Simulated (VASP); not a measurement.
# Sc in VASP: a series of runs

One slab, Sc, is run at these levels: PBE; tasks: single point.

Program: VASP 6.6.1. These are calculated values, not measurements. Logs are shortened: lines on timing, memory, paths and dates and some standing lists are left out, and cuts for length are marked.

### Step 1. The structure

The cell holds a slab with vacuum, 5 atoms: a = 3.211 Å, b = 3.211 Å, c = 20.487 Å, α = 90.00°, β = 90.00°, γ = 120.00°.

The slab is cut from a database's or a generator's crystal, which needn't be the stable form of the element.

### Step 2. Single point, PBE

File INCAR:

```
ALGO     = Normal         # electronic algorithm
EDIFF    = 1E-7           # SCF threshold, eV
ENCUT    = 460            # plane-wave cutoff, eV
GGA      = PE             # functional
IDIPOL   = 3            
ISIF     = 2              # what is computed and relaxed
ISMEAR   = 1              # smearing method
LASPH    = True           # aspherical terms in the spheres
LCHARG   = False          # write CHGCAR
LREAL    = False          # projectors in reciprocal space
LVACPOTAV= True         
LVHAR    = True         
LWAVE    = False          # write WAVECAR
NBANDS   = 40             # bands
NELM     = 120            # most SCF steps
PREC     = Accurate       # precision mode
SIGMA    = 0.1            # smearing width, eV
```

File KPOINTS:

```
k-points
0
Gamma
  12 12 1
```

File POSCAR:

```
Sc
1.0
    3.2109718934      0.0000000000      0.0000000000
   -1.6054859467      2.7807832305      0.0000000000
    0.0000000000      0.0000000000     20.4869902896
Sc
5
Direct
    0.6666666667      0.3333333333      0.2440573227
    0.3333333333      0.6666666667      0.3720286613
    0.0000000000      0.0000000000      0.5000000000
    0.6666666667      0.3333333333      0.6279713387
    0.3333333333      0.6666666667      0.7559426773
```

Potentials or basis: VASP PAW PBE potentials, release 64 (Sc_sv).

Started as:

```sh
cat potpaw_PBE.64/Sc_sv/POTCAR > POTCAR
mpirun -np 1 vasp_std > vasp.out
```

OUTCAR:

```text
EDIFF = 1E-7
   ENCUT = 460
   GGA = PE
   ISIF = 2
   ISMEAR = 1
   LASPH = True
   LREAL = False
   NELM = 120
   PREC = Accurate

 Found     19 irreducible k-points:

 Following reciprocal coordinates:
            Coordinates               Weight
  0.000000  0.000000  0.000000      1.000000
  0.083333 -0.000000  0.000000      6.000000
  0.166667 -0.000000  0.000000      6.000000
  0.250000 -0.000000  0.000000      6.000000
  0.333333 -0.000000  0.000000      6.000000
  0.416667 -0.000000  0.000000      6.000000
   k-points           NKPTS =     19   k-points in BZ     NKDIM =     19   number of bands    NBANDS=     40
   number of dos      NEDOS =    301   number of ions     NIONS =      5
   total plane-waves  NPLWV =  82944
   dimension x,y,z NGX =    24 NGY =   24 NGZ =  144
   dimension x,y,z NGXF=    48 NGYF=   48 NGZF=  288
   ions per type =               5
   NGX,Y,Z   is equivalent  to a cutoff of  12.43, 12.43, 11.69 a.u.
   NGXF,Y,Z  is equivalent  to a cutoff of  24.85, 24.85, 23.37 a.u.
 SYSTEM =  unknown system
   PREC   = accura    normal or accurate (medium, high low for compatibility)
   ISTART =      0    job   : 0-new  1-cont  2-samecut
   ICHARG =      2    charge: 1-file 2-atom 10-const
   ISPIN  =      1    spin polarized calculation?
   LNONCOLLINEAR =      F non collinear calculations
   LSORBIT =      F    spin-orbit coupling
   LASPH  =      T    aspherical Exc in radial PAW
   ENCUT  =  460.0 eV  33.81 Ry    5.81 a.u.   5.62  5.62 35.83*2*pi/ulx,y,z
   NELM   =    120;   NELMIN=  2; NELMDL= -5     # of ELM steps
   EDIFF  = 0.1E-06   stopping-criterion for ELM
   LREAL  =      F    real-space projection
   EDIFFG = 0.1E-05   stopping-criterion for IOM
   NSW    =      0    number of steps for IOM
   IBRION =     -1    ionic relax: 0-MD 1-quasi-New 2-CG
   NFREE  =      0    steps in history (QN), initial steepest desc. (CG)
   ISIF   =      2    stress and relaxation
   ISYM   =      2    0-nonsym 1-usesym 2-fastsym
   POTIM  = 0.5000    time-step for ionic-motion
   TEBEG  =    0.0;   TEEND  =   0.0 temperature during run
   PSTRESS=    0.0 pullay stress
   NELECT =      55.0000    total number of electrons
   NUPDOWN=      -1.0000    fix difference up-down
   EMIN   =  10.00;   EMAX   =-10.00  energy-range for DOS
   EFERMI =   0.00;   METHOD = LEGACY
   ISMEAR =     1;   SIGMA  =   0.10  broadening in eV -4-tet -1-fermi 0-gaus
   EFERMI_NEDOS =   21; number of points for ismear=-14 and -15
   IALGO  =     38    algorithm
   IMIX   =      4    mixing-type and parameters
     AMIX     =   0.40;   BMIX     =  1.00
     AMIX_MAG =   1.60;   BMIX_MAG =  1.00
  volume/ion in A,a.u.               =      36.59       246.89
  Fermi-wavevector in a.u.,A,eV,Ry     =   1.096735  2.072529 16.365471  1.202828
  Thomas-Fermi vector in A             =   2.233083
   LORBIT       =      0    0 simple, 1 ext, 2 COOP (PROOUT), +10 PAW based schemes
   GGA     = PE    functional components
   LHFCALC =     F    Hartree Fock is set to
   AEXX    =    0.0000 exact exchange contribution
   IVDW    =     0    specifies the selected vdW correction
   LEPSILON=     F    determine dielectric tensor
   LRPA    =     F    only Hartree local field effects (RPA)
 non-spin polarized calculation
 Methfessel and Paxton  Order N= 1 SIGMA  =   0.10
  energy-cutoff  :      460.00
  volume of cell :      182.93
 maximum number of plane-waves:      4151
 NGX is ok and might be reduce to    24
   NGX = 11   NGY = 11   NGZ = 71

 number of electron      54.9999993 magnetization

 Free energy of the ion-electron system (eV)
  ---------------------------------------------------
  ext. energy  EPLUGINS =         0.00000000
  ---------------------------------------------------
  free energy    TOTEN  =       -29.59340413 eV

  energy without entropy =      -29.58371223  energy(sigma->0) =      -29.59017350

 E-fermi :   1.4764     XC(G=0):  -7.3206

 val. band max:        1.4736955146   @ k =   0.2500   0.1667   0.0000
 cond. band min:       1.4811200973   @ k =   0.4167   0.0833   0.0000
 fundamental gap:      0.0074245827
 Fermi energy:         1.4764106993

 k-point     1 :       0.0000    0.0000    0.0000
  band No.  band energies     occupation
      1     -48.2402      2.00000
      2     -48.2402      2.00000
      3     -47.8278      2.00000
      4     -47.7620      2.00000
      5     -47.7514      2.00000
      6     -26.9658      2.00000
      7     -26.9634      2.00000
      8     -26.6589      2.00000
      9     -26.6589      2.00000
     10     -26.6589      2.00000
     11     -26.6589      2.00000
     12     -26.6013      2.00000
     13     -26.4018      2.00000
     14     -26.2787      2.00000
     15     -26.2787      2.00000
     16     -26.2685      2.00000
     17     -26.2082      2.00000
     18     -26.2082      2.00000
     19     -26.2015      2.00000
     20     -26.2015      2.00000
     21      -3.6155      2.00000
     22      -3.0811      2.00000
     23      -2.3385      2.00000
     24      -1.4192      2.00000
     25      -0.6450      2.00000
     26       1.4686      1.13173
     27       1.5303      0.21865
     28       1.8192     -0.00001
     29       2.0657     -0.00000
     30       2.5395     -0.00000
     31       2.9204     -0.00000
     32       2.9204     -0.00000
     33       2.9517     -0.00000
     34       2.9518     -0.00000
     35       2.9566     -0.00000
     36       3.1457     -0.00000
     37       3.1457     -0.00000
     38       3.2172     -0.00000
     39       3.2816     -0.00000

 k-point     2 :       0.0833   -0.0000    0.0000
  band No.  band energies     occupation
      1     -48.2369      2.00000
      2     -48.2369      2.00000
      3     -47.8240      2.00000
      4     -47.7587      2.00000
      5     -47.7488      2.00000
      6     -26.9610      2.00000
      7     -26.9590      2.00000
      8     -26.6847      2.00000
      9     -26.6840      2.00000
     10     -26.6645      2.00000
     11     -26.6645      2.00000
     12     -26.5938      2.00000
     13     -26.4041      2.00000
     14     -26.2981      2.00000
     15     -26.2851      2.00000
     16     -26.2742      2.00000
     17     -26.2276      2.00000
     18     -26.2244      2.00000
     19     -26.2138      2.00000
     20     -26.2063      2.00000
     21      -3.4535      2.00000
     22      -2.9234      2.00000
     23      -2.1860      2.00000
     24      -1.2727      2.00000
     25      -0.4984      2.00000
     26       1.4929      0.72577
     27       1.5357      0.16610
     28       1.7446     -0.00099
     29       2.0260     -0.00000
     30       2.4802     -0.00000
     31       2.7771     -0.00000
     32       2.7979     -0.00000
     33       2.9665     -0.00000
     34       3.0245     -0.00000
     35       3.0293     -0.00000
     36       3.0627     -0.00000
     37       3.1591     -0.00000
     38       3.2390     -0.00000
     39       3.2847     -0.00000

 k-point     3 :       0.1667   -0.0000    0.0000
  band No.  band energies     occupation
      1     -48.2280      2.00000
      2     -48.2280      2.00000
      3     -47.8135      2.00000
      4     -47.7499      2.00000
      5     -47.7415      2.00000
      6     -26.9482      2.00000
      7     -26.9471      2.00000
      8     -26.7520      2.00000
      9     -26.7513      2.00000
     10     -26.6798      2.00000
     11     -26.6798      2.00000
     12     -26.5762      2.00000
     13     -26.4258      2.00000
     14     -26.3386      2.00000
     15     -26.3082      2.00000
     16     -26.3025      2.00000
     17     -26.2886      2.00000
     18     -26.2560      2.00000
     19     -26.2289      2.00000
     20     -26.2193      2.00000
     21      -2.9864      2.00000
     22      -2.4718      2.00000
     23      -1.7547      2.00000
     24      -0.8670      2.00000
     25      -0.0991      2.00000
     26       1.3930      1.99656
     27       1.5086      0.48529
     28       1.6860     -0.01158
     29       1.9435     -0.00000
     30       2.3039     -0.00000
     31       2.4410     -0.00000
     32       2.4949     -0.00000
     33       2.7077     -0.00000
     34       2.8831     -0.00000
     35       3.0804     -0.00000
     36       3.3050     -0.00000
     37       3.3546     -0.00000
     38       3.3648     -0.00000
     39       3.4517     -0.00000

 k-point     4 :       0.2500   -0.0000    0.0000
  band No.  band energies     occupation
      1     -48.2158      2.00000
      2     -48.2158      2.00000
      3     -47.7990      2.00000
      4     -47.7378      2.00000
      5     -47.7316      2.00000
      6     -26.9317      2.00000
      7     -26.9312      2.00000
      8     -26.8412      2.00000
      9     -26.8409      2.00000
     10     -26.7006      2.00000
     11     -26.7006      2.00000
     12     -26.5569      2.00000
     13     -26.4934      2.00000
     14     -26.3870      2.00000
     15     -26.3774      2.00000
     16     -26.3383      2.00000
     17     -26.3259      2.00000
     18     -26.2724      2.00000
     19     -26.2494      2.00000
     20     -26.2372      2.00000
     21      -2.2721      2.00000
     22      -1.7958      2.00000
     23      -1.1345      2.00000
     24      -0.3248      2.00000
     25       0.4004      2.00000
     26       1.1506      2.00004
     27       1.4025      1.94581
     28       1.6160     -0.06384
     29       1.8425     -0.00000
     30       2.0044     -0.00000
     31       2.0973     -0.00000
     32       2.1884     -0.00000
     33       2.4566     -0.00000
     34       2.8436     -0.00000
     35       3.1463     -0.00000
     36       3.3912     -0.00000
     37       3.5037      0.00000
     38       3.5790      0.00000
     39       3.6366      0.00000

 k-point     5 :       0.3333   -0.0000    0.0000
  band No.  band energies     occupation
      1     -48.2035      2.00000
      2     -48.2035      2.00000
      3     -47.7844      2.00000
      4     -47.7257      2.00000
      5     -47.7219      2.00000
      6     -26.9314      2.00000
      7     -26.9312      2.00000
      8     -26.9139      2.00000
      9     -26.9136      2.00000
     10     -26.7213      2.00000
     11     -26.7212      2.00000
     12     -26.5765      2.00000
     13     -26.5562      2.00000
     14     -26.4700      2.00000
     15     -26.4170      2.00000
     16     -26.3491      2.00000
     17     -26.3454      2.00000
     18     -26.2873      2.00000
     19     -26.2698      2.00000
     20     -26.2552      2.00000
     21      -1.4178      2.00000
     22      -1.0303      2.00000
     23      -0.5149      2.00000
     24       0.0928      2.00000
     25       0.6966      2.00000
     26       0.9797      2.00000
     27       1.1630      2.00009
     28       1.4335      1.65692
     29       1.7127     -0.00418
     30       1.8007     -0.00005
     31       1.9054     -0.00000
     32       2.1976     -0.00000
     33       2.5109     -0.00000
     34       2.7973     -0.00000
     35       3.0520     -0.00000
     36       3.2606     -0.00000
     37       3.4989      0.00000
     38       3.8054      0.00000
     39       3.8379      0.00000

 k-point     6 :       0.4167   -0.0000    0.0000
  band No.  band energies     occupation
      1     -48.1945      2.00000
      2     -48.1945      2.00000
      3     -47.7735      2.00000
      4     -47.7169      2.00000
      5     -47.7148      2.00000
      6     -26.9932      2.00000
      7     -26.9930      2.00000
      8     -26.9055      2.00000
      9     -26.9050      2.00000
     10     -26.7363      2.00000
     11     -26.7363      2.00000
     12     -26.6394      2.00000
     13     -26.5809      2.00000
     14     -26.5303      2.00000
     15     -26.4113      2.00000
     16     -26.3658      2.00000
     17     -26.3528      2.00000
     18     -26.2998      2.00000
     19     -26.2847      2.00000
     20     -26.2683      2.00000
     21      -0.6070      2.00000
     22      -0.3757      2.00000
     23      -0.1479      2.00000
     24       0.1882      2.00000
     25       0.5743      2.00000
     26       0.9134      2.00000
     27       0.9898      2.00000
     28       1.2290      2.00259
     29       1.5477      0.07140
     30       1.9402     -0.00000
     31       1.9938     -0.00000
     32       2.4479     -0.00000
     33       2.6201     -0.00000
     34       2.8887     -0.00000
     35       2.9219     -0.00000
     36       3.1362     -0.00000
     37       3.4101     -0.00000
     38       3.8957      0.00000
     39       4.2146      0.00000

 [... further k-points ...]

 [bands above 39 left out]

------------------------ aborting loop because EDIFF is reached ----------------------------------------

 dipolmoment           0.000000      0.000000     -0.000000 electrons x Angstroem

  FORCE on cell =-STRESS in cart. coord.  units (eV):
  Direction    XX          YY          ZZ          XY          YZ          ZX
  --------------------------------------------------------------------------------------
  -------------------------------------------------------------------------------------
  Total        1.3327705      1.3327705      0.8890806     -0.0000000      0.0000000     -0.0000000
  in kB       11.6730444     11.6730444      7.7869956     -0.0000000      0.0000000     -0.0000000
  external PRESSURE =      10.3776948 kB  Pullay stress =       0.0000000 kB

 VOLUME and BASIS-vectors are now :
 -----------------------------------------------------------------------------
  energy-cutoff  :      460.00
  volume of cell :      182.93
      direct lattice vectors                 reciprocal lattice vectors
     3.210971893  0.000000000  0.000000000     0.311432187  0.179805457  0.000000000
    -1.605485947  2.780783230  0.000000000     0.000000000  0.359610914  0.000000000
     0.000000000  0.000000000 20.486990290     0.000000000  0.000000000  0.048811465

 POSITION                                       TOTAL-FORCE (eV/Angst)
 -----------------------------------------------------------------------------------
      1.60549      0.92693      5.00000         0.000000      0.000000      0.032232
     -0.00000      1.85386      7.62175        -0.000000      0.000000     -0.247763
      0.00000      0.00000     10.24350         0.000000      0.000000      0.000000
      1.60549      0.92693     12.86524        -0.000000      0.000000      0.247763
     -0.00000      1.85386     15.48699        -0.000000     -0.000000     -0.032232
 -----------------------------------------------------------------------------------
    total drift:                                0.000000     -0.000000      0.000000

  FREE ENERGIE OF THE ION-ELECTRON SYSTEM (eV)
  ---------------------------------------------------
  free  energy   TOTEN  =       -29.5934041331 eV

  energy  without entropy=      -29.5837122319  energy(sigma->0) =      -29.59017350
```

Wall time 3.8 min (1 thread of AMD EPYC 7R43 (Zen 3), shared host); peak memory 0.27 GiB.

These settings aren't checked as converged: the numbers below hold their error.

Results:

- Free energy: -29.5934 eV
- Largest force: 0.248 eV/Å
- Band gap on the k mesh: none (metal or under the smearing width)

### Step 3. Single point, PBE

This run uses another cell than the first one, of 40.16 Å³/atom, 1.098 times its volume.

INCAR: that of step 2 with these lines changed.

```diff
@@ -1,2 +1,3 @@
 ALGO     = Normal         # electronic algorithm
+DIPOL    = 0.5 0.5 0.500
 EDIFF    = 1E-7           # SCF threshold, eV
@@ -9,2 +10,3 @@
 LCHARG   = False          # write CHGCAR
+LDIPOL   = True         
 LREAL    = False          # projectors in reciprocal space
@@ -16,2 +18,2 @@
 PREC     = Accurate       # precision mode
-SIGMA    = 0.1            # smearing width, eV
+SIGMA    = 0.2            # smearing width, eV
```

KPOINTS is that of step 2.

File POSCAR:

```
Sc
1.0
    3.2109718934      0.0000000000      0.0000000000
   -1.6054859467      2.7807832305      0.0000000000
    0.0000000000      0.0000000000     22.4869902896
Sc
5
Direct
    0.6666666667      0.3333333333      0.2668209450
    0.3333333333      0.6666666667      0.3834104725
    0.0000000000      0.0000000000      0.5000000000
    0.6666666667      0.3333333333      0.6165895275
    0.3333333333      0.6666666667      0.7331790550
```

Potentials or basis: VASP PAW PBE potentials, release 64 (Sc_sv).

Started as:

```sh
cat potpaw_PBE.64/Sc_sv/POTCAR > POTCAR
mpirun -np 1 vasp_std > vasp.out
```

Wall time 4.7 min (1 thread of AMD EPYC 7R43 (Zen 3), shared host); peak memory 0.28 GiB.

These settings aren't checked as converged: the numbers below hold their error.

Results:

```
Free energy                     : -29.6006 eV
Largest force                   : 0.239 eV/Å
Band gap on the k mesh          : none (metal or under the smearing width)
Work function of the upper face : 3.64 eV
Work function of the lower face : 3.64 eV
```

### Step 4. Single point, PBE

This run uses another cell than the first one, of 33.01 Å³/atom, 0.902 times its volume.

INCAR: that of step 3 with these lines changed.

```diff
@@ -18,2 +18,2 @@
 PREC     = Accurate       # precision mode
-SIGMA    = 0.2            # smearing width, eV
+SIGMA    = 0.1            # smearing width, eV
```

File KPOINTS:

```
k-points
0
Gamma
  15 15 1
```

File POSCAR:

```
Sc
1.0
    3.2109718934      0.0000000000      0.0000000000
   -1.6054859467      2.7807832305      0.0000000000
    0.0000000000      0.0000000000     18.4869902896
Sc
5
Direct
    0.6666666667      0.3333333333      0.2163683724
    0.3333333333      0.6666666667      0.3581841862
    0.0000000000      0.0000000000      0.5000000000
    0.6666666667      0.3333333333      0.6418158138
    0.3333333333      0.6666666667      0.7836316276
```

Started as:

```sh
cat potpaw_PBE.64/Sc_sv/POTCAR > POTCAR
mpirun -np 1 vasp_std > vasp.out
```

It took 5 min on 1 thread of AMD EPYC 7R43 (Zen 3), shared host; peak memory 0.26 GiB.

The run converged, but some of its settings lie outside the range that counts as converged, so its numbers aren't taken as properties of the slab.

What came out:

```
Free energy            : -29.6005 eV
Largest force          : 0.247 eV/Å
Band gap on the k mesh : none (metal or under the smearing width)
```
